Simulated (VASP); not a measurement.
# BaTiO3 (P4mm) in VASP: notebook, part 2 of 2

VASP 6.6.1.

## (3) EvGW0 quasiparticle levels, PBE

The input, POSCAR:

```
BaTiO3
1.0
    3.9998000000      0.0000000000      0.0000000000
    0.0000000000      3.9998000000      0.0000000000
    0.0000000000      0.0000000000      4.0180000000
Ba Ti O
1 1 3
Direct
    0.0000000000      0.0000000000      0.0000000000
    0.5000000000      0.5000000000      0.4900000000
    0.0000000000      0.5000000000      0.5170000000
    0.5000000000      0.0000000000      0.5170000000
    0.5000000000      0.5000000000      0.0190000000
```

The input, INCAR.step1:

```
PREC     = Accurate       # precision mode
ENCUT    = 500            # plane-wave cutoff, eV
EDIFF    = 1E-8           # SCF threshold, eV
ISMEAR   = 0              # smearing method
SIGMA    = 0.01           # smearing width, eV
LREAL    = F              # projectors in reciprocal space
LASPH    = T              # aspherical terms in the spheres
NELM     = 80             # most SCF steps
ALGO     = Normal         # electronic algorithm
LWAVE    = T              # write WAVECAR
LCHARG   = F              # write CHGCAR
GGA      = PE             # functional
KPAR     = 4
```

The input, INCAR.step2:

```
PREC     = Accurate       # precision mode
ENCUT    = 500            # plane-wave cutoff, eV
EDIFF    = 1E-8           # SCF threshold, eV
ISMEAR   = 0              # smearing method
SIGMA    = 0.01           # smearing width, eV
LREAL    = F              # projectors in reciprocal space
LASPH    = T              # aspherical terms in the spheres
NELM     = 1              # most SCF steps
ALGO     = Exact          # electronic algorithm
LWAVE    = T              # write WAVECAR
LCHARG   = F              # write CHGCAR
GGA      = PE             # functional
NBANDS   = 288            # bands
LOPTICS  = T              # frequency-dependent dielectric function
ISTART   = 1            
KPAR     = 4
```

The input, INCAR.step3:

```
PREC     = Accurate       # precision mode
ENCUT    = 500            # plane-wave cutoff, eV
EDIFF    = 1E-8           # SCF threshold, eV
ISMEAR   = 0              # smearing method
SIGMA    = 0.01           # smearing width, eV
LREAL    = F              # projectors in reciprocal space
LASPH    = T              # aspherical terms in the spheres
ALGO     = EVGW0          # electronic algorithm
LWAVE    = F              # write WAVECAR
LCHARG   = F              # write CHGCAR
GGA      = PE             # functional
NELMGW   = 4            
NBANDS   = 288            # bands
ENCUTGW  = 150            # cutoff of the response function
NOMEGA   = 50             # frequency points
PRECFOCK = Fast         
ISTART   = 1            
NBANDSGW = 28           
KPAR     = 4
```

The input, KPOINTS:

```
regular mesh
0
Gamma
  4 4 4
```

Potentials or basis: VASP PAW PBE potentials, release 64 (Ba_sv_GW, Ti_sv_GW, O_GW).

Launch:

```sh
> cat potpaw_PBE.64/Ba_sv_GW/POTCAR potpaw_PBE.64/Ti_sv_GW/POTCAR potpaw_PBE.64/O_GW/POTCAR > POTCAR
> cp INCAR.step1 INCAR
> mpirun -np 4 vasp_std > vasp.out
> cp INCAR.step2 INCAR
> mpirun -np 4 vasp_std > vasp.out
> cp INCAR.step3 INCAR
> mpirun -np 4 vasp_std > vasp.out
```

OUTCAR:

```text
PREC = Accurate
   ENCUT = 500
   EDIFF = 1E-8
   ISMEAR = 0
   LREAL = F
   LASPH = T
   GGA = PE
   NELMGW = 4
   ENCUTGW = 150
   PRECFOCK = Fast
   ISTART = 1

 ion  position               nearest neighbor table
   1  0.000  0.000  0.000-
   2  0.500  0.500  0.490-   5 1.89   4 2.00   3 2.00   4 2.00   3 2.00   5 2.13
   3  0.000  0.500  0.517-   2 2.00   2 2.00
   4  0.500  0.000  0.517-   2 2.00   2 2.00
   5  0.500  0.500  0.019-   2 1.89   2 2.13

  LATTYP: Found a simple tetragonal cell.
 ALAT       =     3.9998000000
 C/A-ratio  =     1.0045502275

  Lattice vectors:

 A1 = (   3.9998000000,   0.0000000000,   0.0000000000)
 A2 = (   0.0000000000,   3.9998000000,   0.0000000000)
 A3 = (   0.0000000000,   0.0000000000,   4.0180000000)

Analysis of symmetry for initial positions (statically):
=====================================================================
 Subroutine PRICEL returns:
 Original cell was already a primitive cell.

 Routine SETGRP: Setting up the symmetry group for a
 simple tetragonal supercell.

 Subroutine GETGRP returns: Found  8 space group operations
[... 133 lines left out ...]
   IALGO  =     38    algorithm
   IMIX   =      4    mixing-type and parameters
     AMIX     =   0.40;   BMIX     =  1.00
     AMIX_MAG =   1.60;   BMIX_MAG =  1.00
  volume/ion in A,a.u.               =      12.86        86.76
  Fermi-wavevector in a.u.,A,eV,Ry     =   1.397653  2.641181 26.578078  1.953434
  Thomas-Fermi vector in A             =   2.520888
   LORBIT       =      0    0 simple, 1 ext, 2 COOP (PROOUT), +10 PAW based schemes
   GGA     = PE    functional components
   LHFCALC =     T    Hartree Fock is set to
   PRECFOCK=fast      Normal, Fast or Accurate (Low or Medium for compatibility)
   ENCUT4O =  -1.0   cutoff for four orbital integrals eV
   NKREDX  =     1    reduce k-point grid by
   NKREDY  =     1    reduce k-point grid by
   NKREDZ  =     1    reduce k-point grid by
   AEXX    =    1.0000 exact exchange contribution
   HFSCREEN=    0.0000 screening length (either q_TF or 0.3 A-1)
   HFSCREENC=   0.0000 screening length for correlation (either q_TF or 0.3 A-1)
   ENCUTFOCK=  -1.0 apply spherical cutoff to Coloumb kernel
   IVDW    =     0    specifies the selected vdW correction
   LEPSILON=     F    determine dielectric tensor
   LRPA    =     F    only Hartree local field effects (RPA)
   LRPAFORCE           =     F    calculate RPA forces
   ENCUTGW             = 150.0    cutoff for response function in eV
   ENCUTGWSOFT         = 120.0    soft cutoff for Coulomb kernel in GW response function in eV
   ENCUTLF             =  -1.0    cutoff for local field effects
   NELMGW              =     4    number of iterations in solving QP/BSE equation
   NELMHF              =     1    number of iterations in the inner HF iteration
   NKREDLFX            =     1    NKREDLFY  =   1   NKREDLFZ  =   1
 non-spin polarized calculation
 Gauss-broadening in eV      SIGMA  =   0.01
  energy-cutoff  :      500.00
  volume of cell :       64.28
 maximum number of plane-waves:      1647
 NGX is ok and might be reduce to    30
  NGX = 16; NGY = 16; NGZ = 16
   NGX = 15   NGY = 15   NGZ = 15
 maximum number of plane-waves:       280

 QP shifts <psi_nk| G(iteration)W_0 |psi_nk>: iteration 1
 for sc-GW calculations column KS-energies equals QP-energies in previous step
 and V_xc(KS)=  KS-energies - (<T + V_ion + V_H > + <T+V_H+V_ion>^1  + <V_x>^1)

 k-point   1 :       0.0000    0.0000    0.0000
  band No.  KS-energies  QP-energies   sigma(KS)   V_xc(KS)     V^pw_x(r,r')   Z            occupation Imag(sigma)

      1     -51.1196     -52.0609     -26.5819     -24.9678     -41.6752       0.5832       2.0000       1.8139
      2     -27.3673     -28.1940     -25.4042     -24.1215     -34.6248       0.6445       2.0000       1.0969
      3     -27.3389     -28.1436     -25.3781     -24.1259     -34.5953       0.6427       2.0000       1.0556
      4     -27.3389     -28.1436     -25.3781     -24.1259     -34.5953       0.6427       2.0000       1.0556
      5     -19.2723     -20.4829     -16.8610     -15.1299     -24.5595       0.6993       2.0000       1.6774
      6     -11.4691     -12.7314     -21.1343     -19.2189     -30.6175       0.6590       2.0000       1.4730
[... 1843 lines left out ...]
     20       4.3483       4.3421     -19.7800      24.1197     -24.1567       0.7256       2.0000       0.3870
     21       9.7444       9.7580     -17.8912      27.6545     -11.7402       0.7201       0.0000      -0.4017
     22       9.9378       9.9519     -18.301
```

Run time: 40 min. Hardware: 4 MPI ranks of Intel Xeon Platinum 8488C (Sapphire Rapids), shared host; peak memory 1.2 GiB.

What came out:

```yaml
Band_gap_on_the_k_mesh_mean-field_level: 1.82 eV, indirect (least direct gap 2.08 eV)
Quasiparticle_gap: 3.94 eV
Least_direct_quasiparticle_gap: 4.16 eV
```

Levels at points of the mesh, in eV from the valence-band top:
```tsv
k point	band 16	band 17	band 18	band 19	band 20	band 21	band 22	band 23	band 24
(0.00, 0.00, 0.00)	-1.24	-1.16	-0.27	-0.26	-0.26	1.82	2.03	2.03	4.10
(0.50, 0.00, 0.00)	-1.89	-1.82	-1.71	-0.91	-0.80	2.14	3.52	3.56	4.07
(0.50, 0.50, 0.00)	-2.67	-1.74	-0.93	-0.93	-0.05	3.58	3.58	3.98	4.73
(0.00, 0.00, 0.50)	-1.92	-1.90	-1.90	-0.67	-0.67	1.95	3.58	3.58	4.01
(0.50, 0.00, 0.50)	-2.63	-1.70	-0.87	-0.85	-0.13	3.55	3.60	3.97	4.85
(0.50, 0.50, 0.50)	-2.38	-2.36	-0.08	-0.08	0.00	4.20	4.20	4.20	6.65
```

Quasiparticle gap after each update of the energies (eV): 3.46, 3.83, 3.92, 3.94

Caveat: the cutoff is under 1.25 times the usual one of these potentials, so pressure, stress and relaxed cells hold a basis-set (Pulay) error; bands, screening cutoff and mesh are small and nothing is extrapolated, so the quasiparticle values aren't converged; spin-orbit coupling is left out, which moves the levels of the heavy elements.

## (4) The reference run

An earlier run on the cell as given: functional PBEsol; potentials or basis VASP PAW PBE potentials, release 64 (Ba_sv, Ti_sv, O); cutoff 520 eV; k mesh 7 × 7 × 7; occupations fermi-dirac, width 0.05 eV; no spin polarisation.

* Pressure: -2.0 GPa
* Largest force: 0.323 eV/Å
* Band gap on the k mesh: 1.82 eV, indirect (least direct gap 2.02 eV)

## (5) Summary

```csv
task,level,potentials or basis,k mesh,cutoff (eV),smearing,ladder,GW scheme,GW iterations,cutoff of the response function,frequency points,gap on the mesh (eV),pressure (GPa),largest force (eV/Å)
band structure,PBE,"VASP PAW PBE potentials, release 64 (Ba_sv, Ti_sv, O)",7 × 7 × 7,520,fermi-dirac 0.05 eV,-,-,-,-,-,1.87,4.2,0.27
evGW0 quasiparticle levels,PBE,"VASP PAW PBE potentials, release 64 (Ba_sv_GW, Ti_sv_GW, O_GW)",4 × 4 × 4,500,gaussian 0.01 eV,free,evGW0,4,150,50,-,-,-
single point,PBEsol,"VASP PAW PBE potentials, release 64 (Ba_sv, Ti_sv, O)",7 × 7 × 7,520,fermi-dirac 0.05 eV,free,-,-,-,-,1.82,-2.0,0.32
```

Alike in all rows: no spin polarisation; cell as given.

Caveats: spin-orbit coupling is left out, which moves the levels of the heavy elements; the mesh misses the band edges, which the band path finds closer together (some runs); the cutoff is under 1.25 times the usual one of these potentials, so pressure, stress and relaxed cells hold a basis-set (Pulay) error (some runs); bands, screening cutoff and mesh are small and nothing is extrapolated, so the quasiparticle values aren't converged (some runs); the PAW data sets were made with another functional, which shifts forces and pressure a little (some runs); an odd mesh through Γ misses points on the zone boundary, where band edges often lie (some runs).

Total energies depend on the potentials used, so only differences within one code and one set of settings carry meaning.
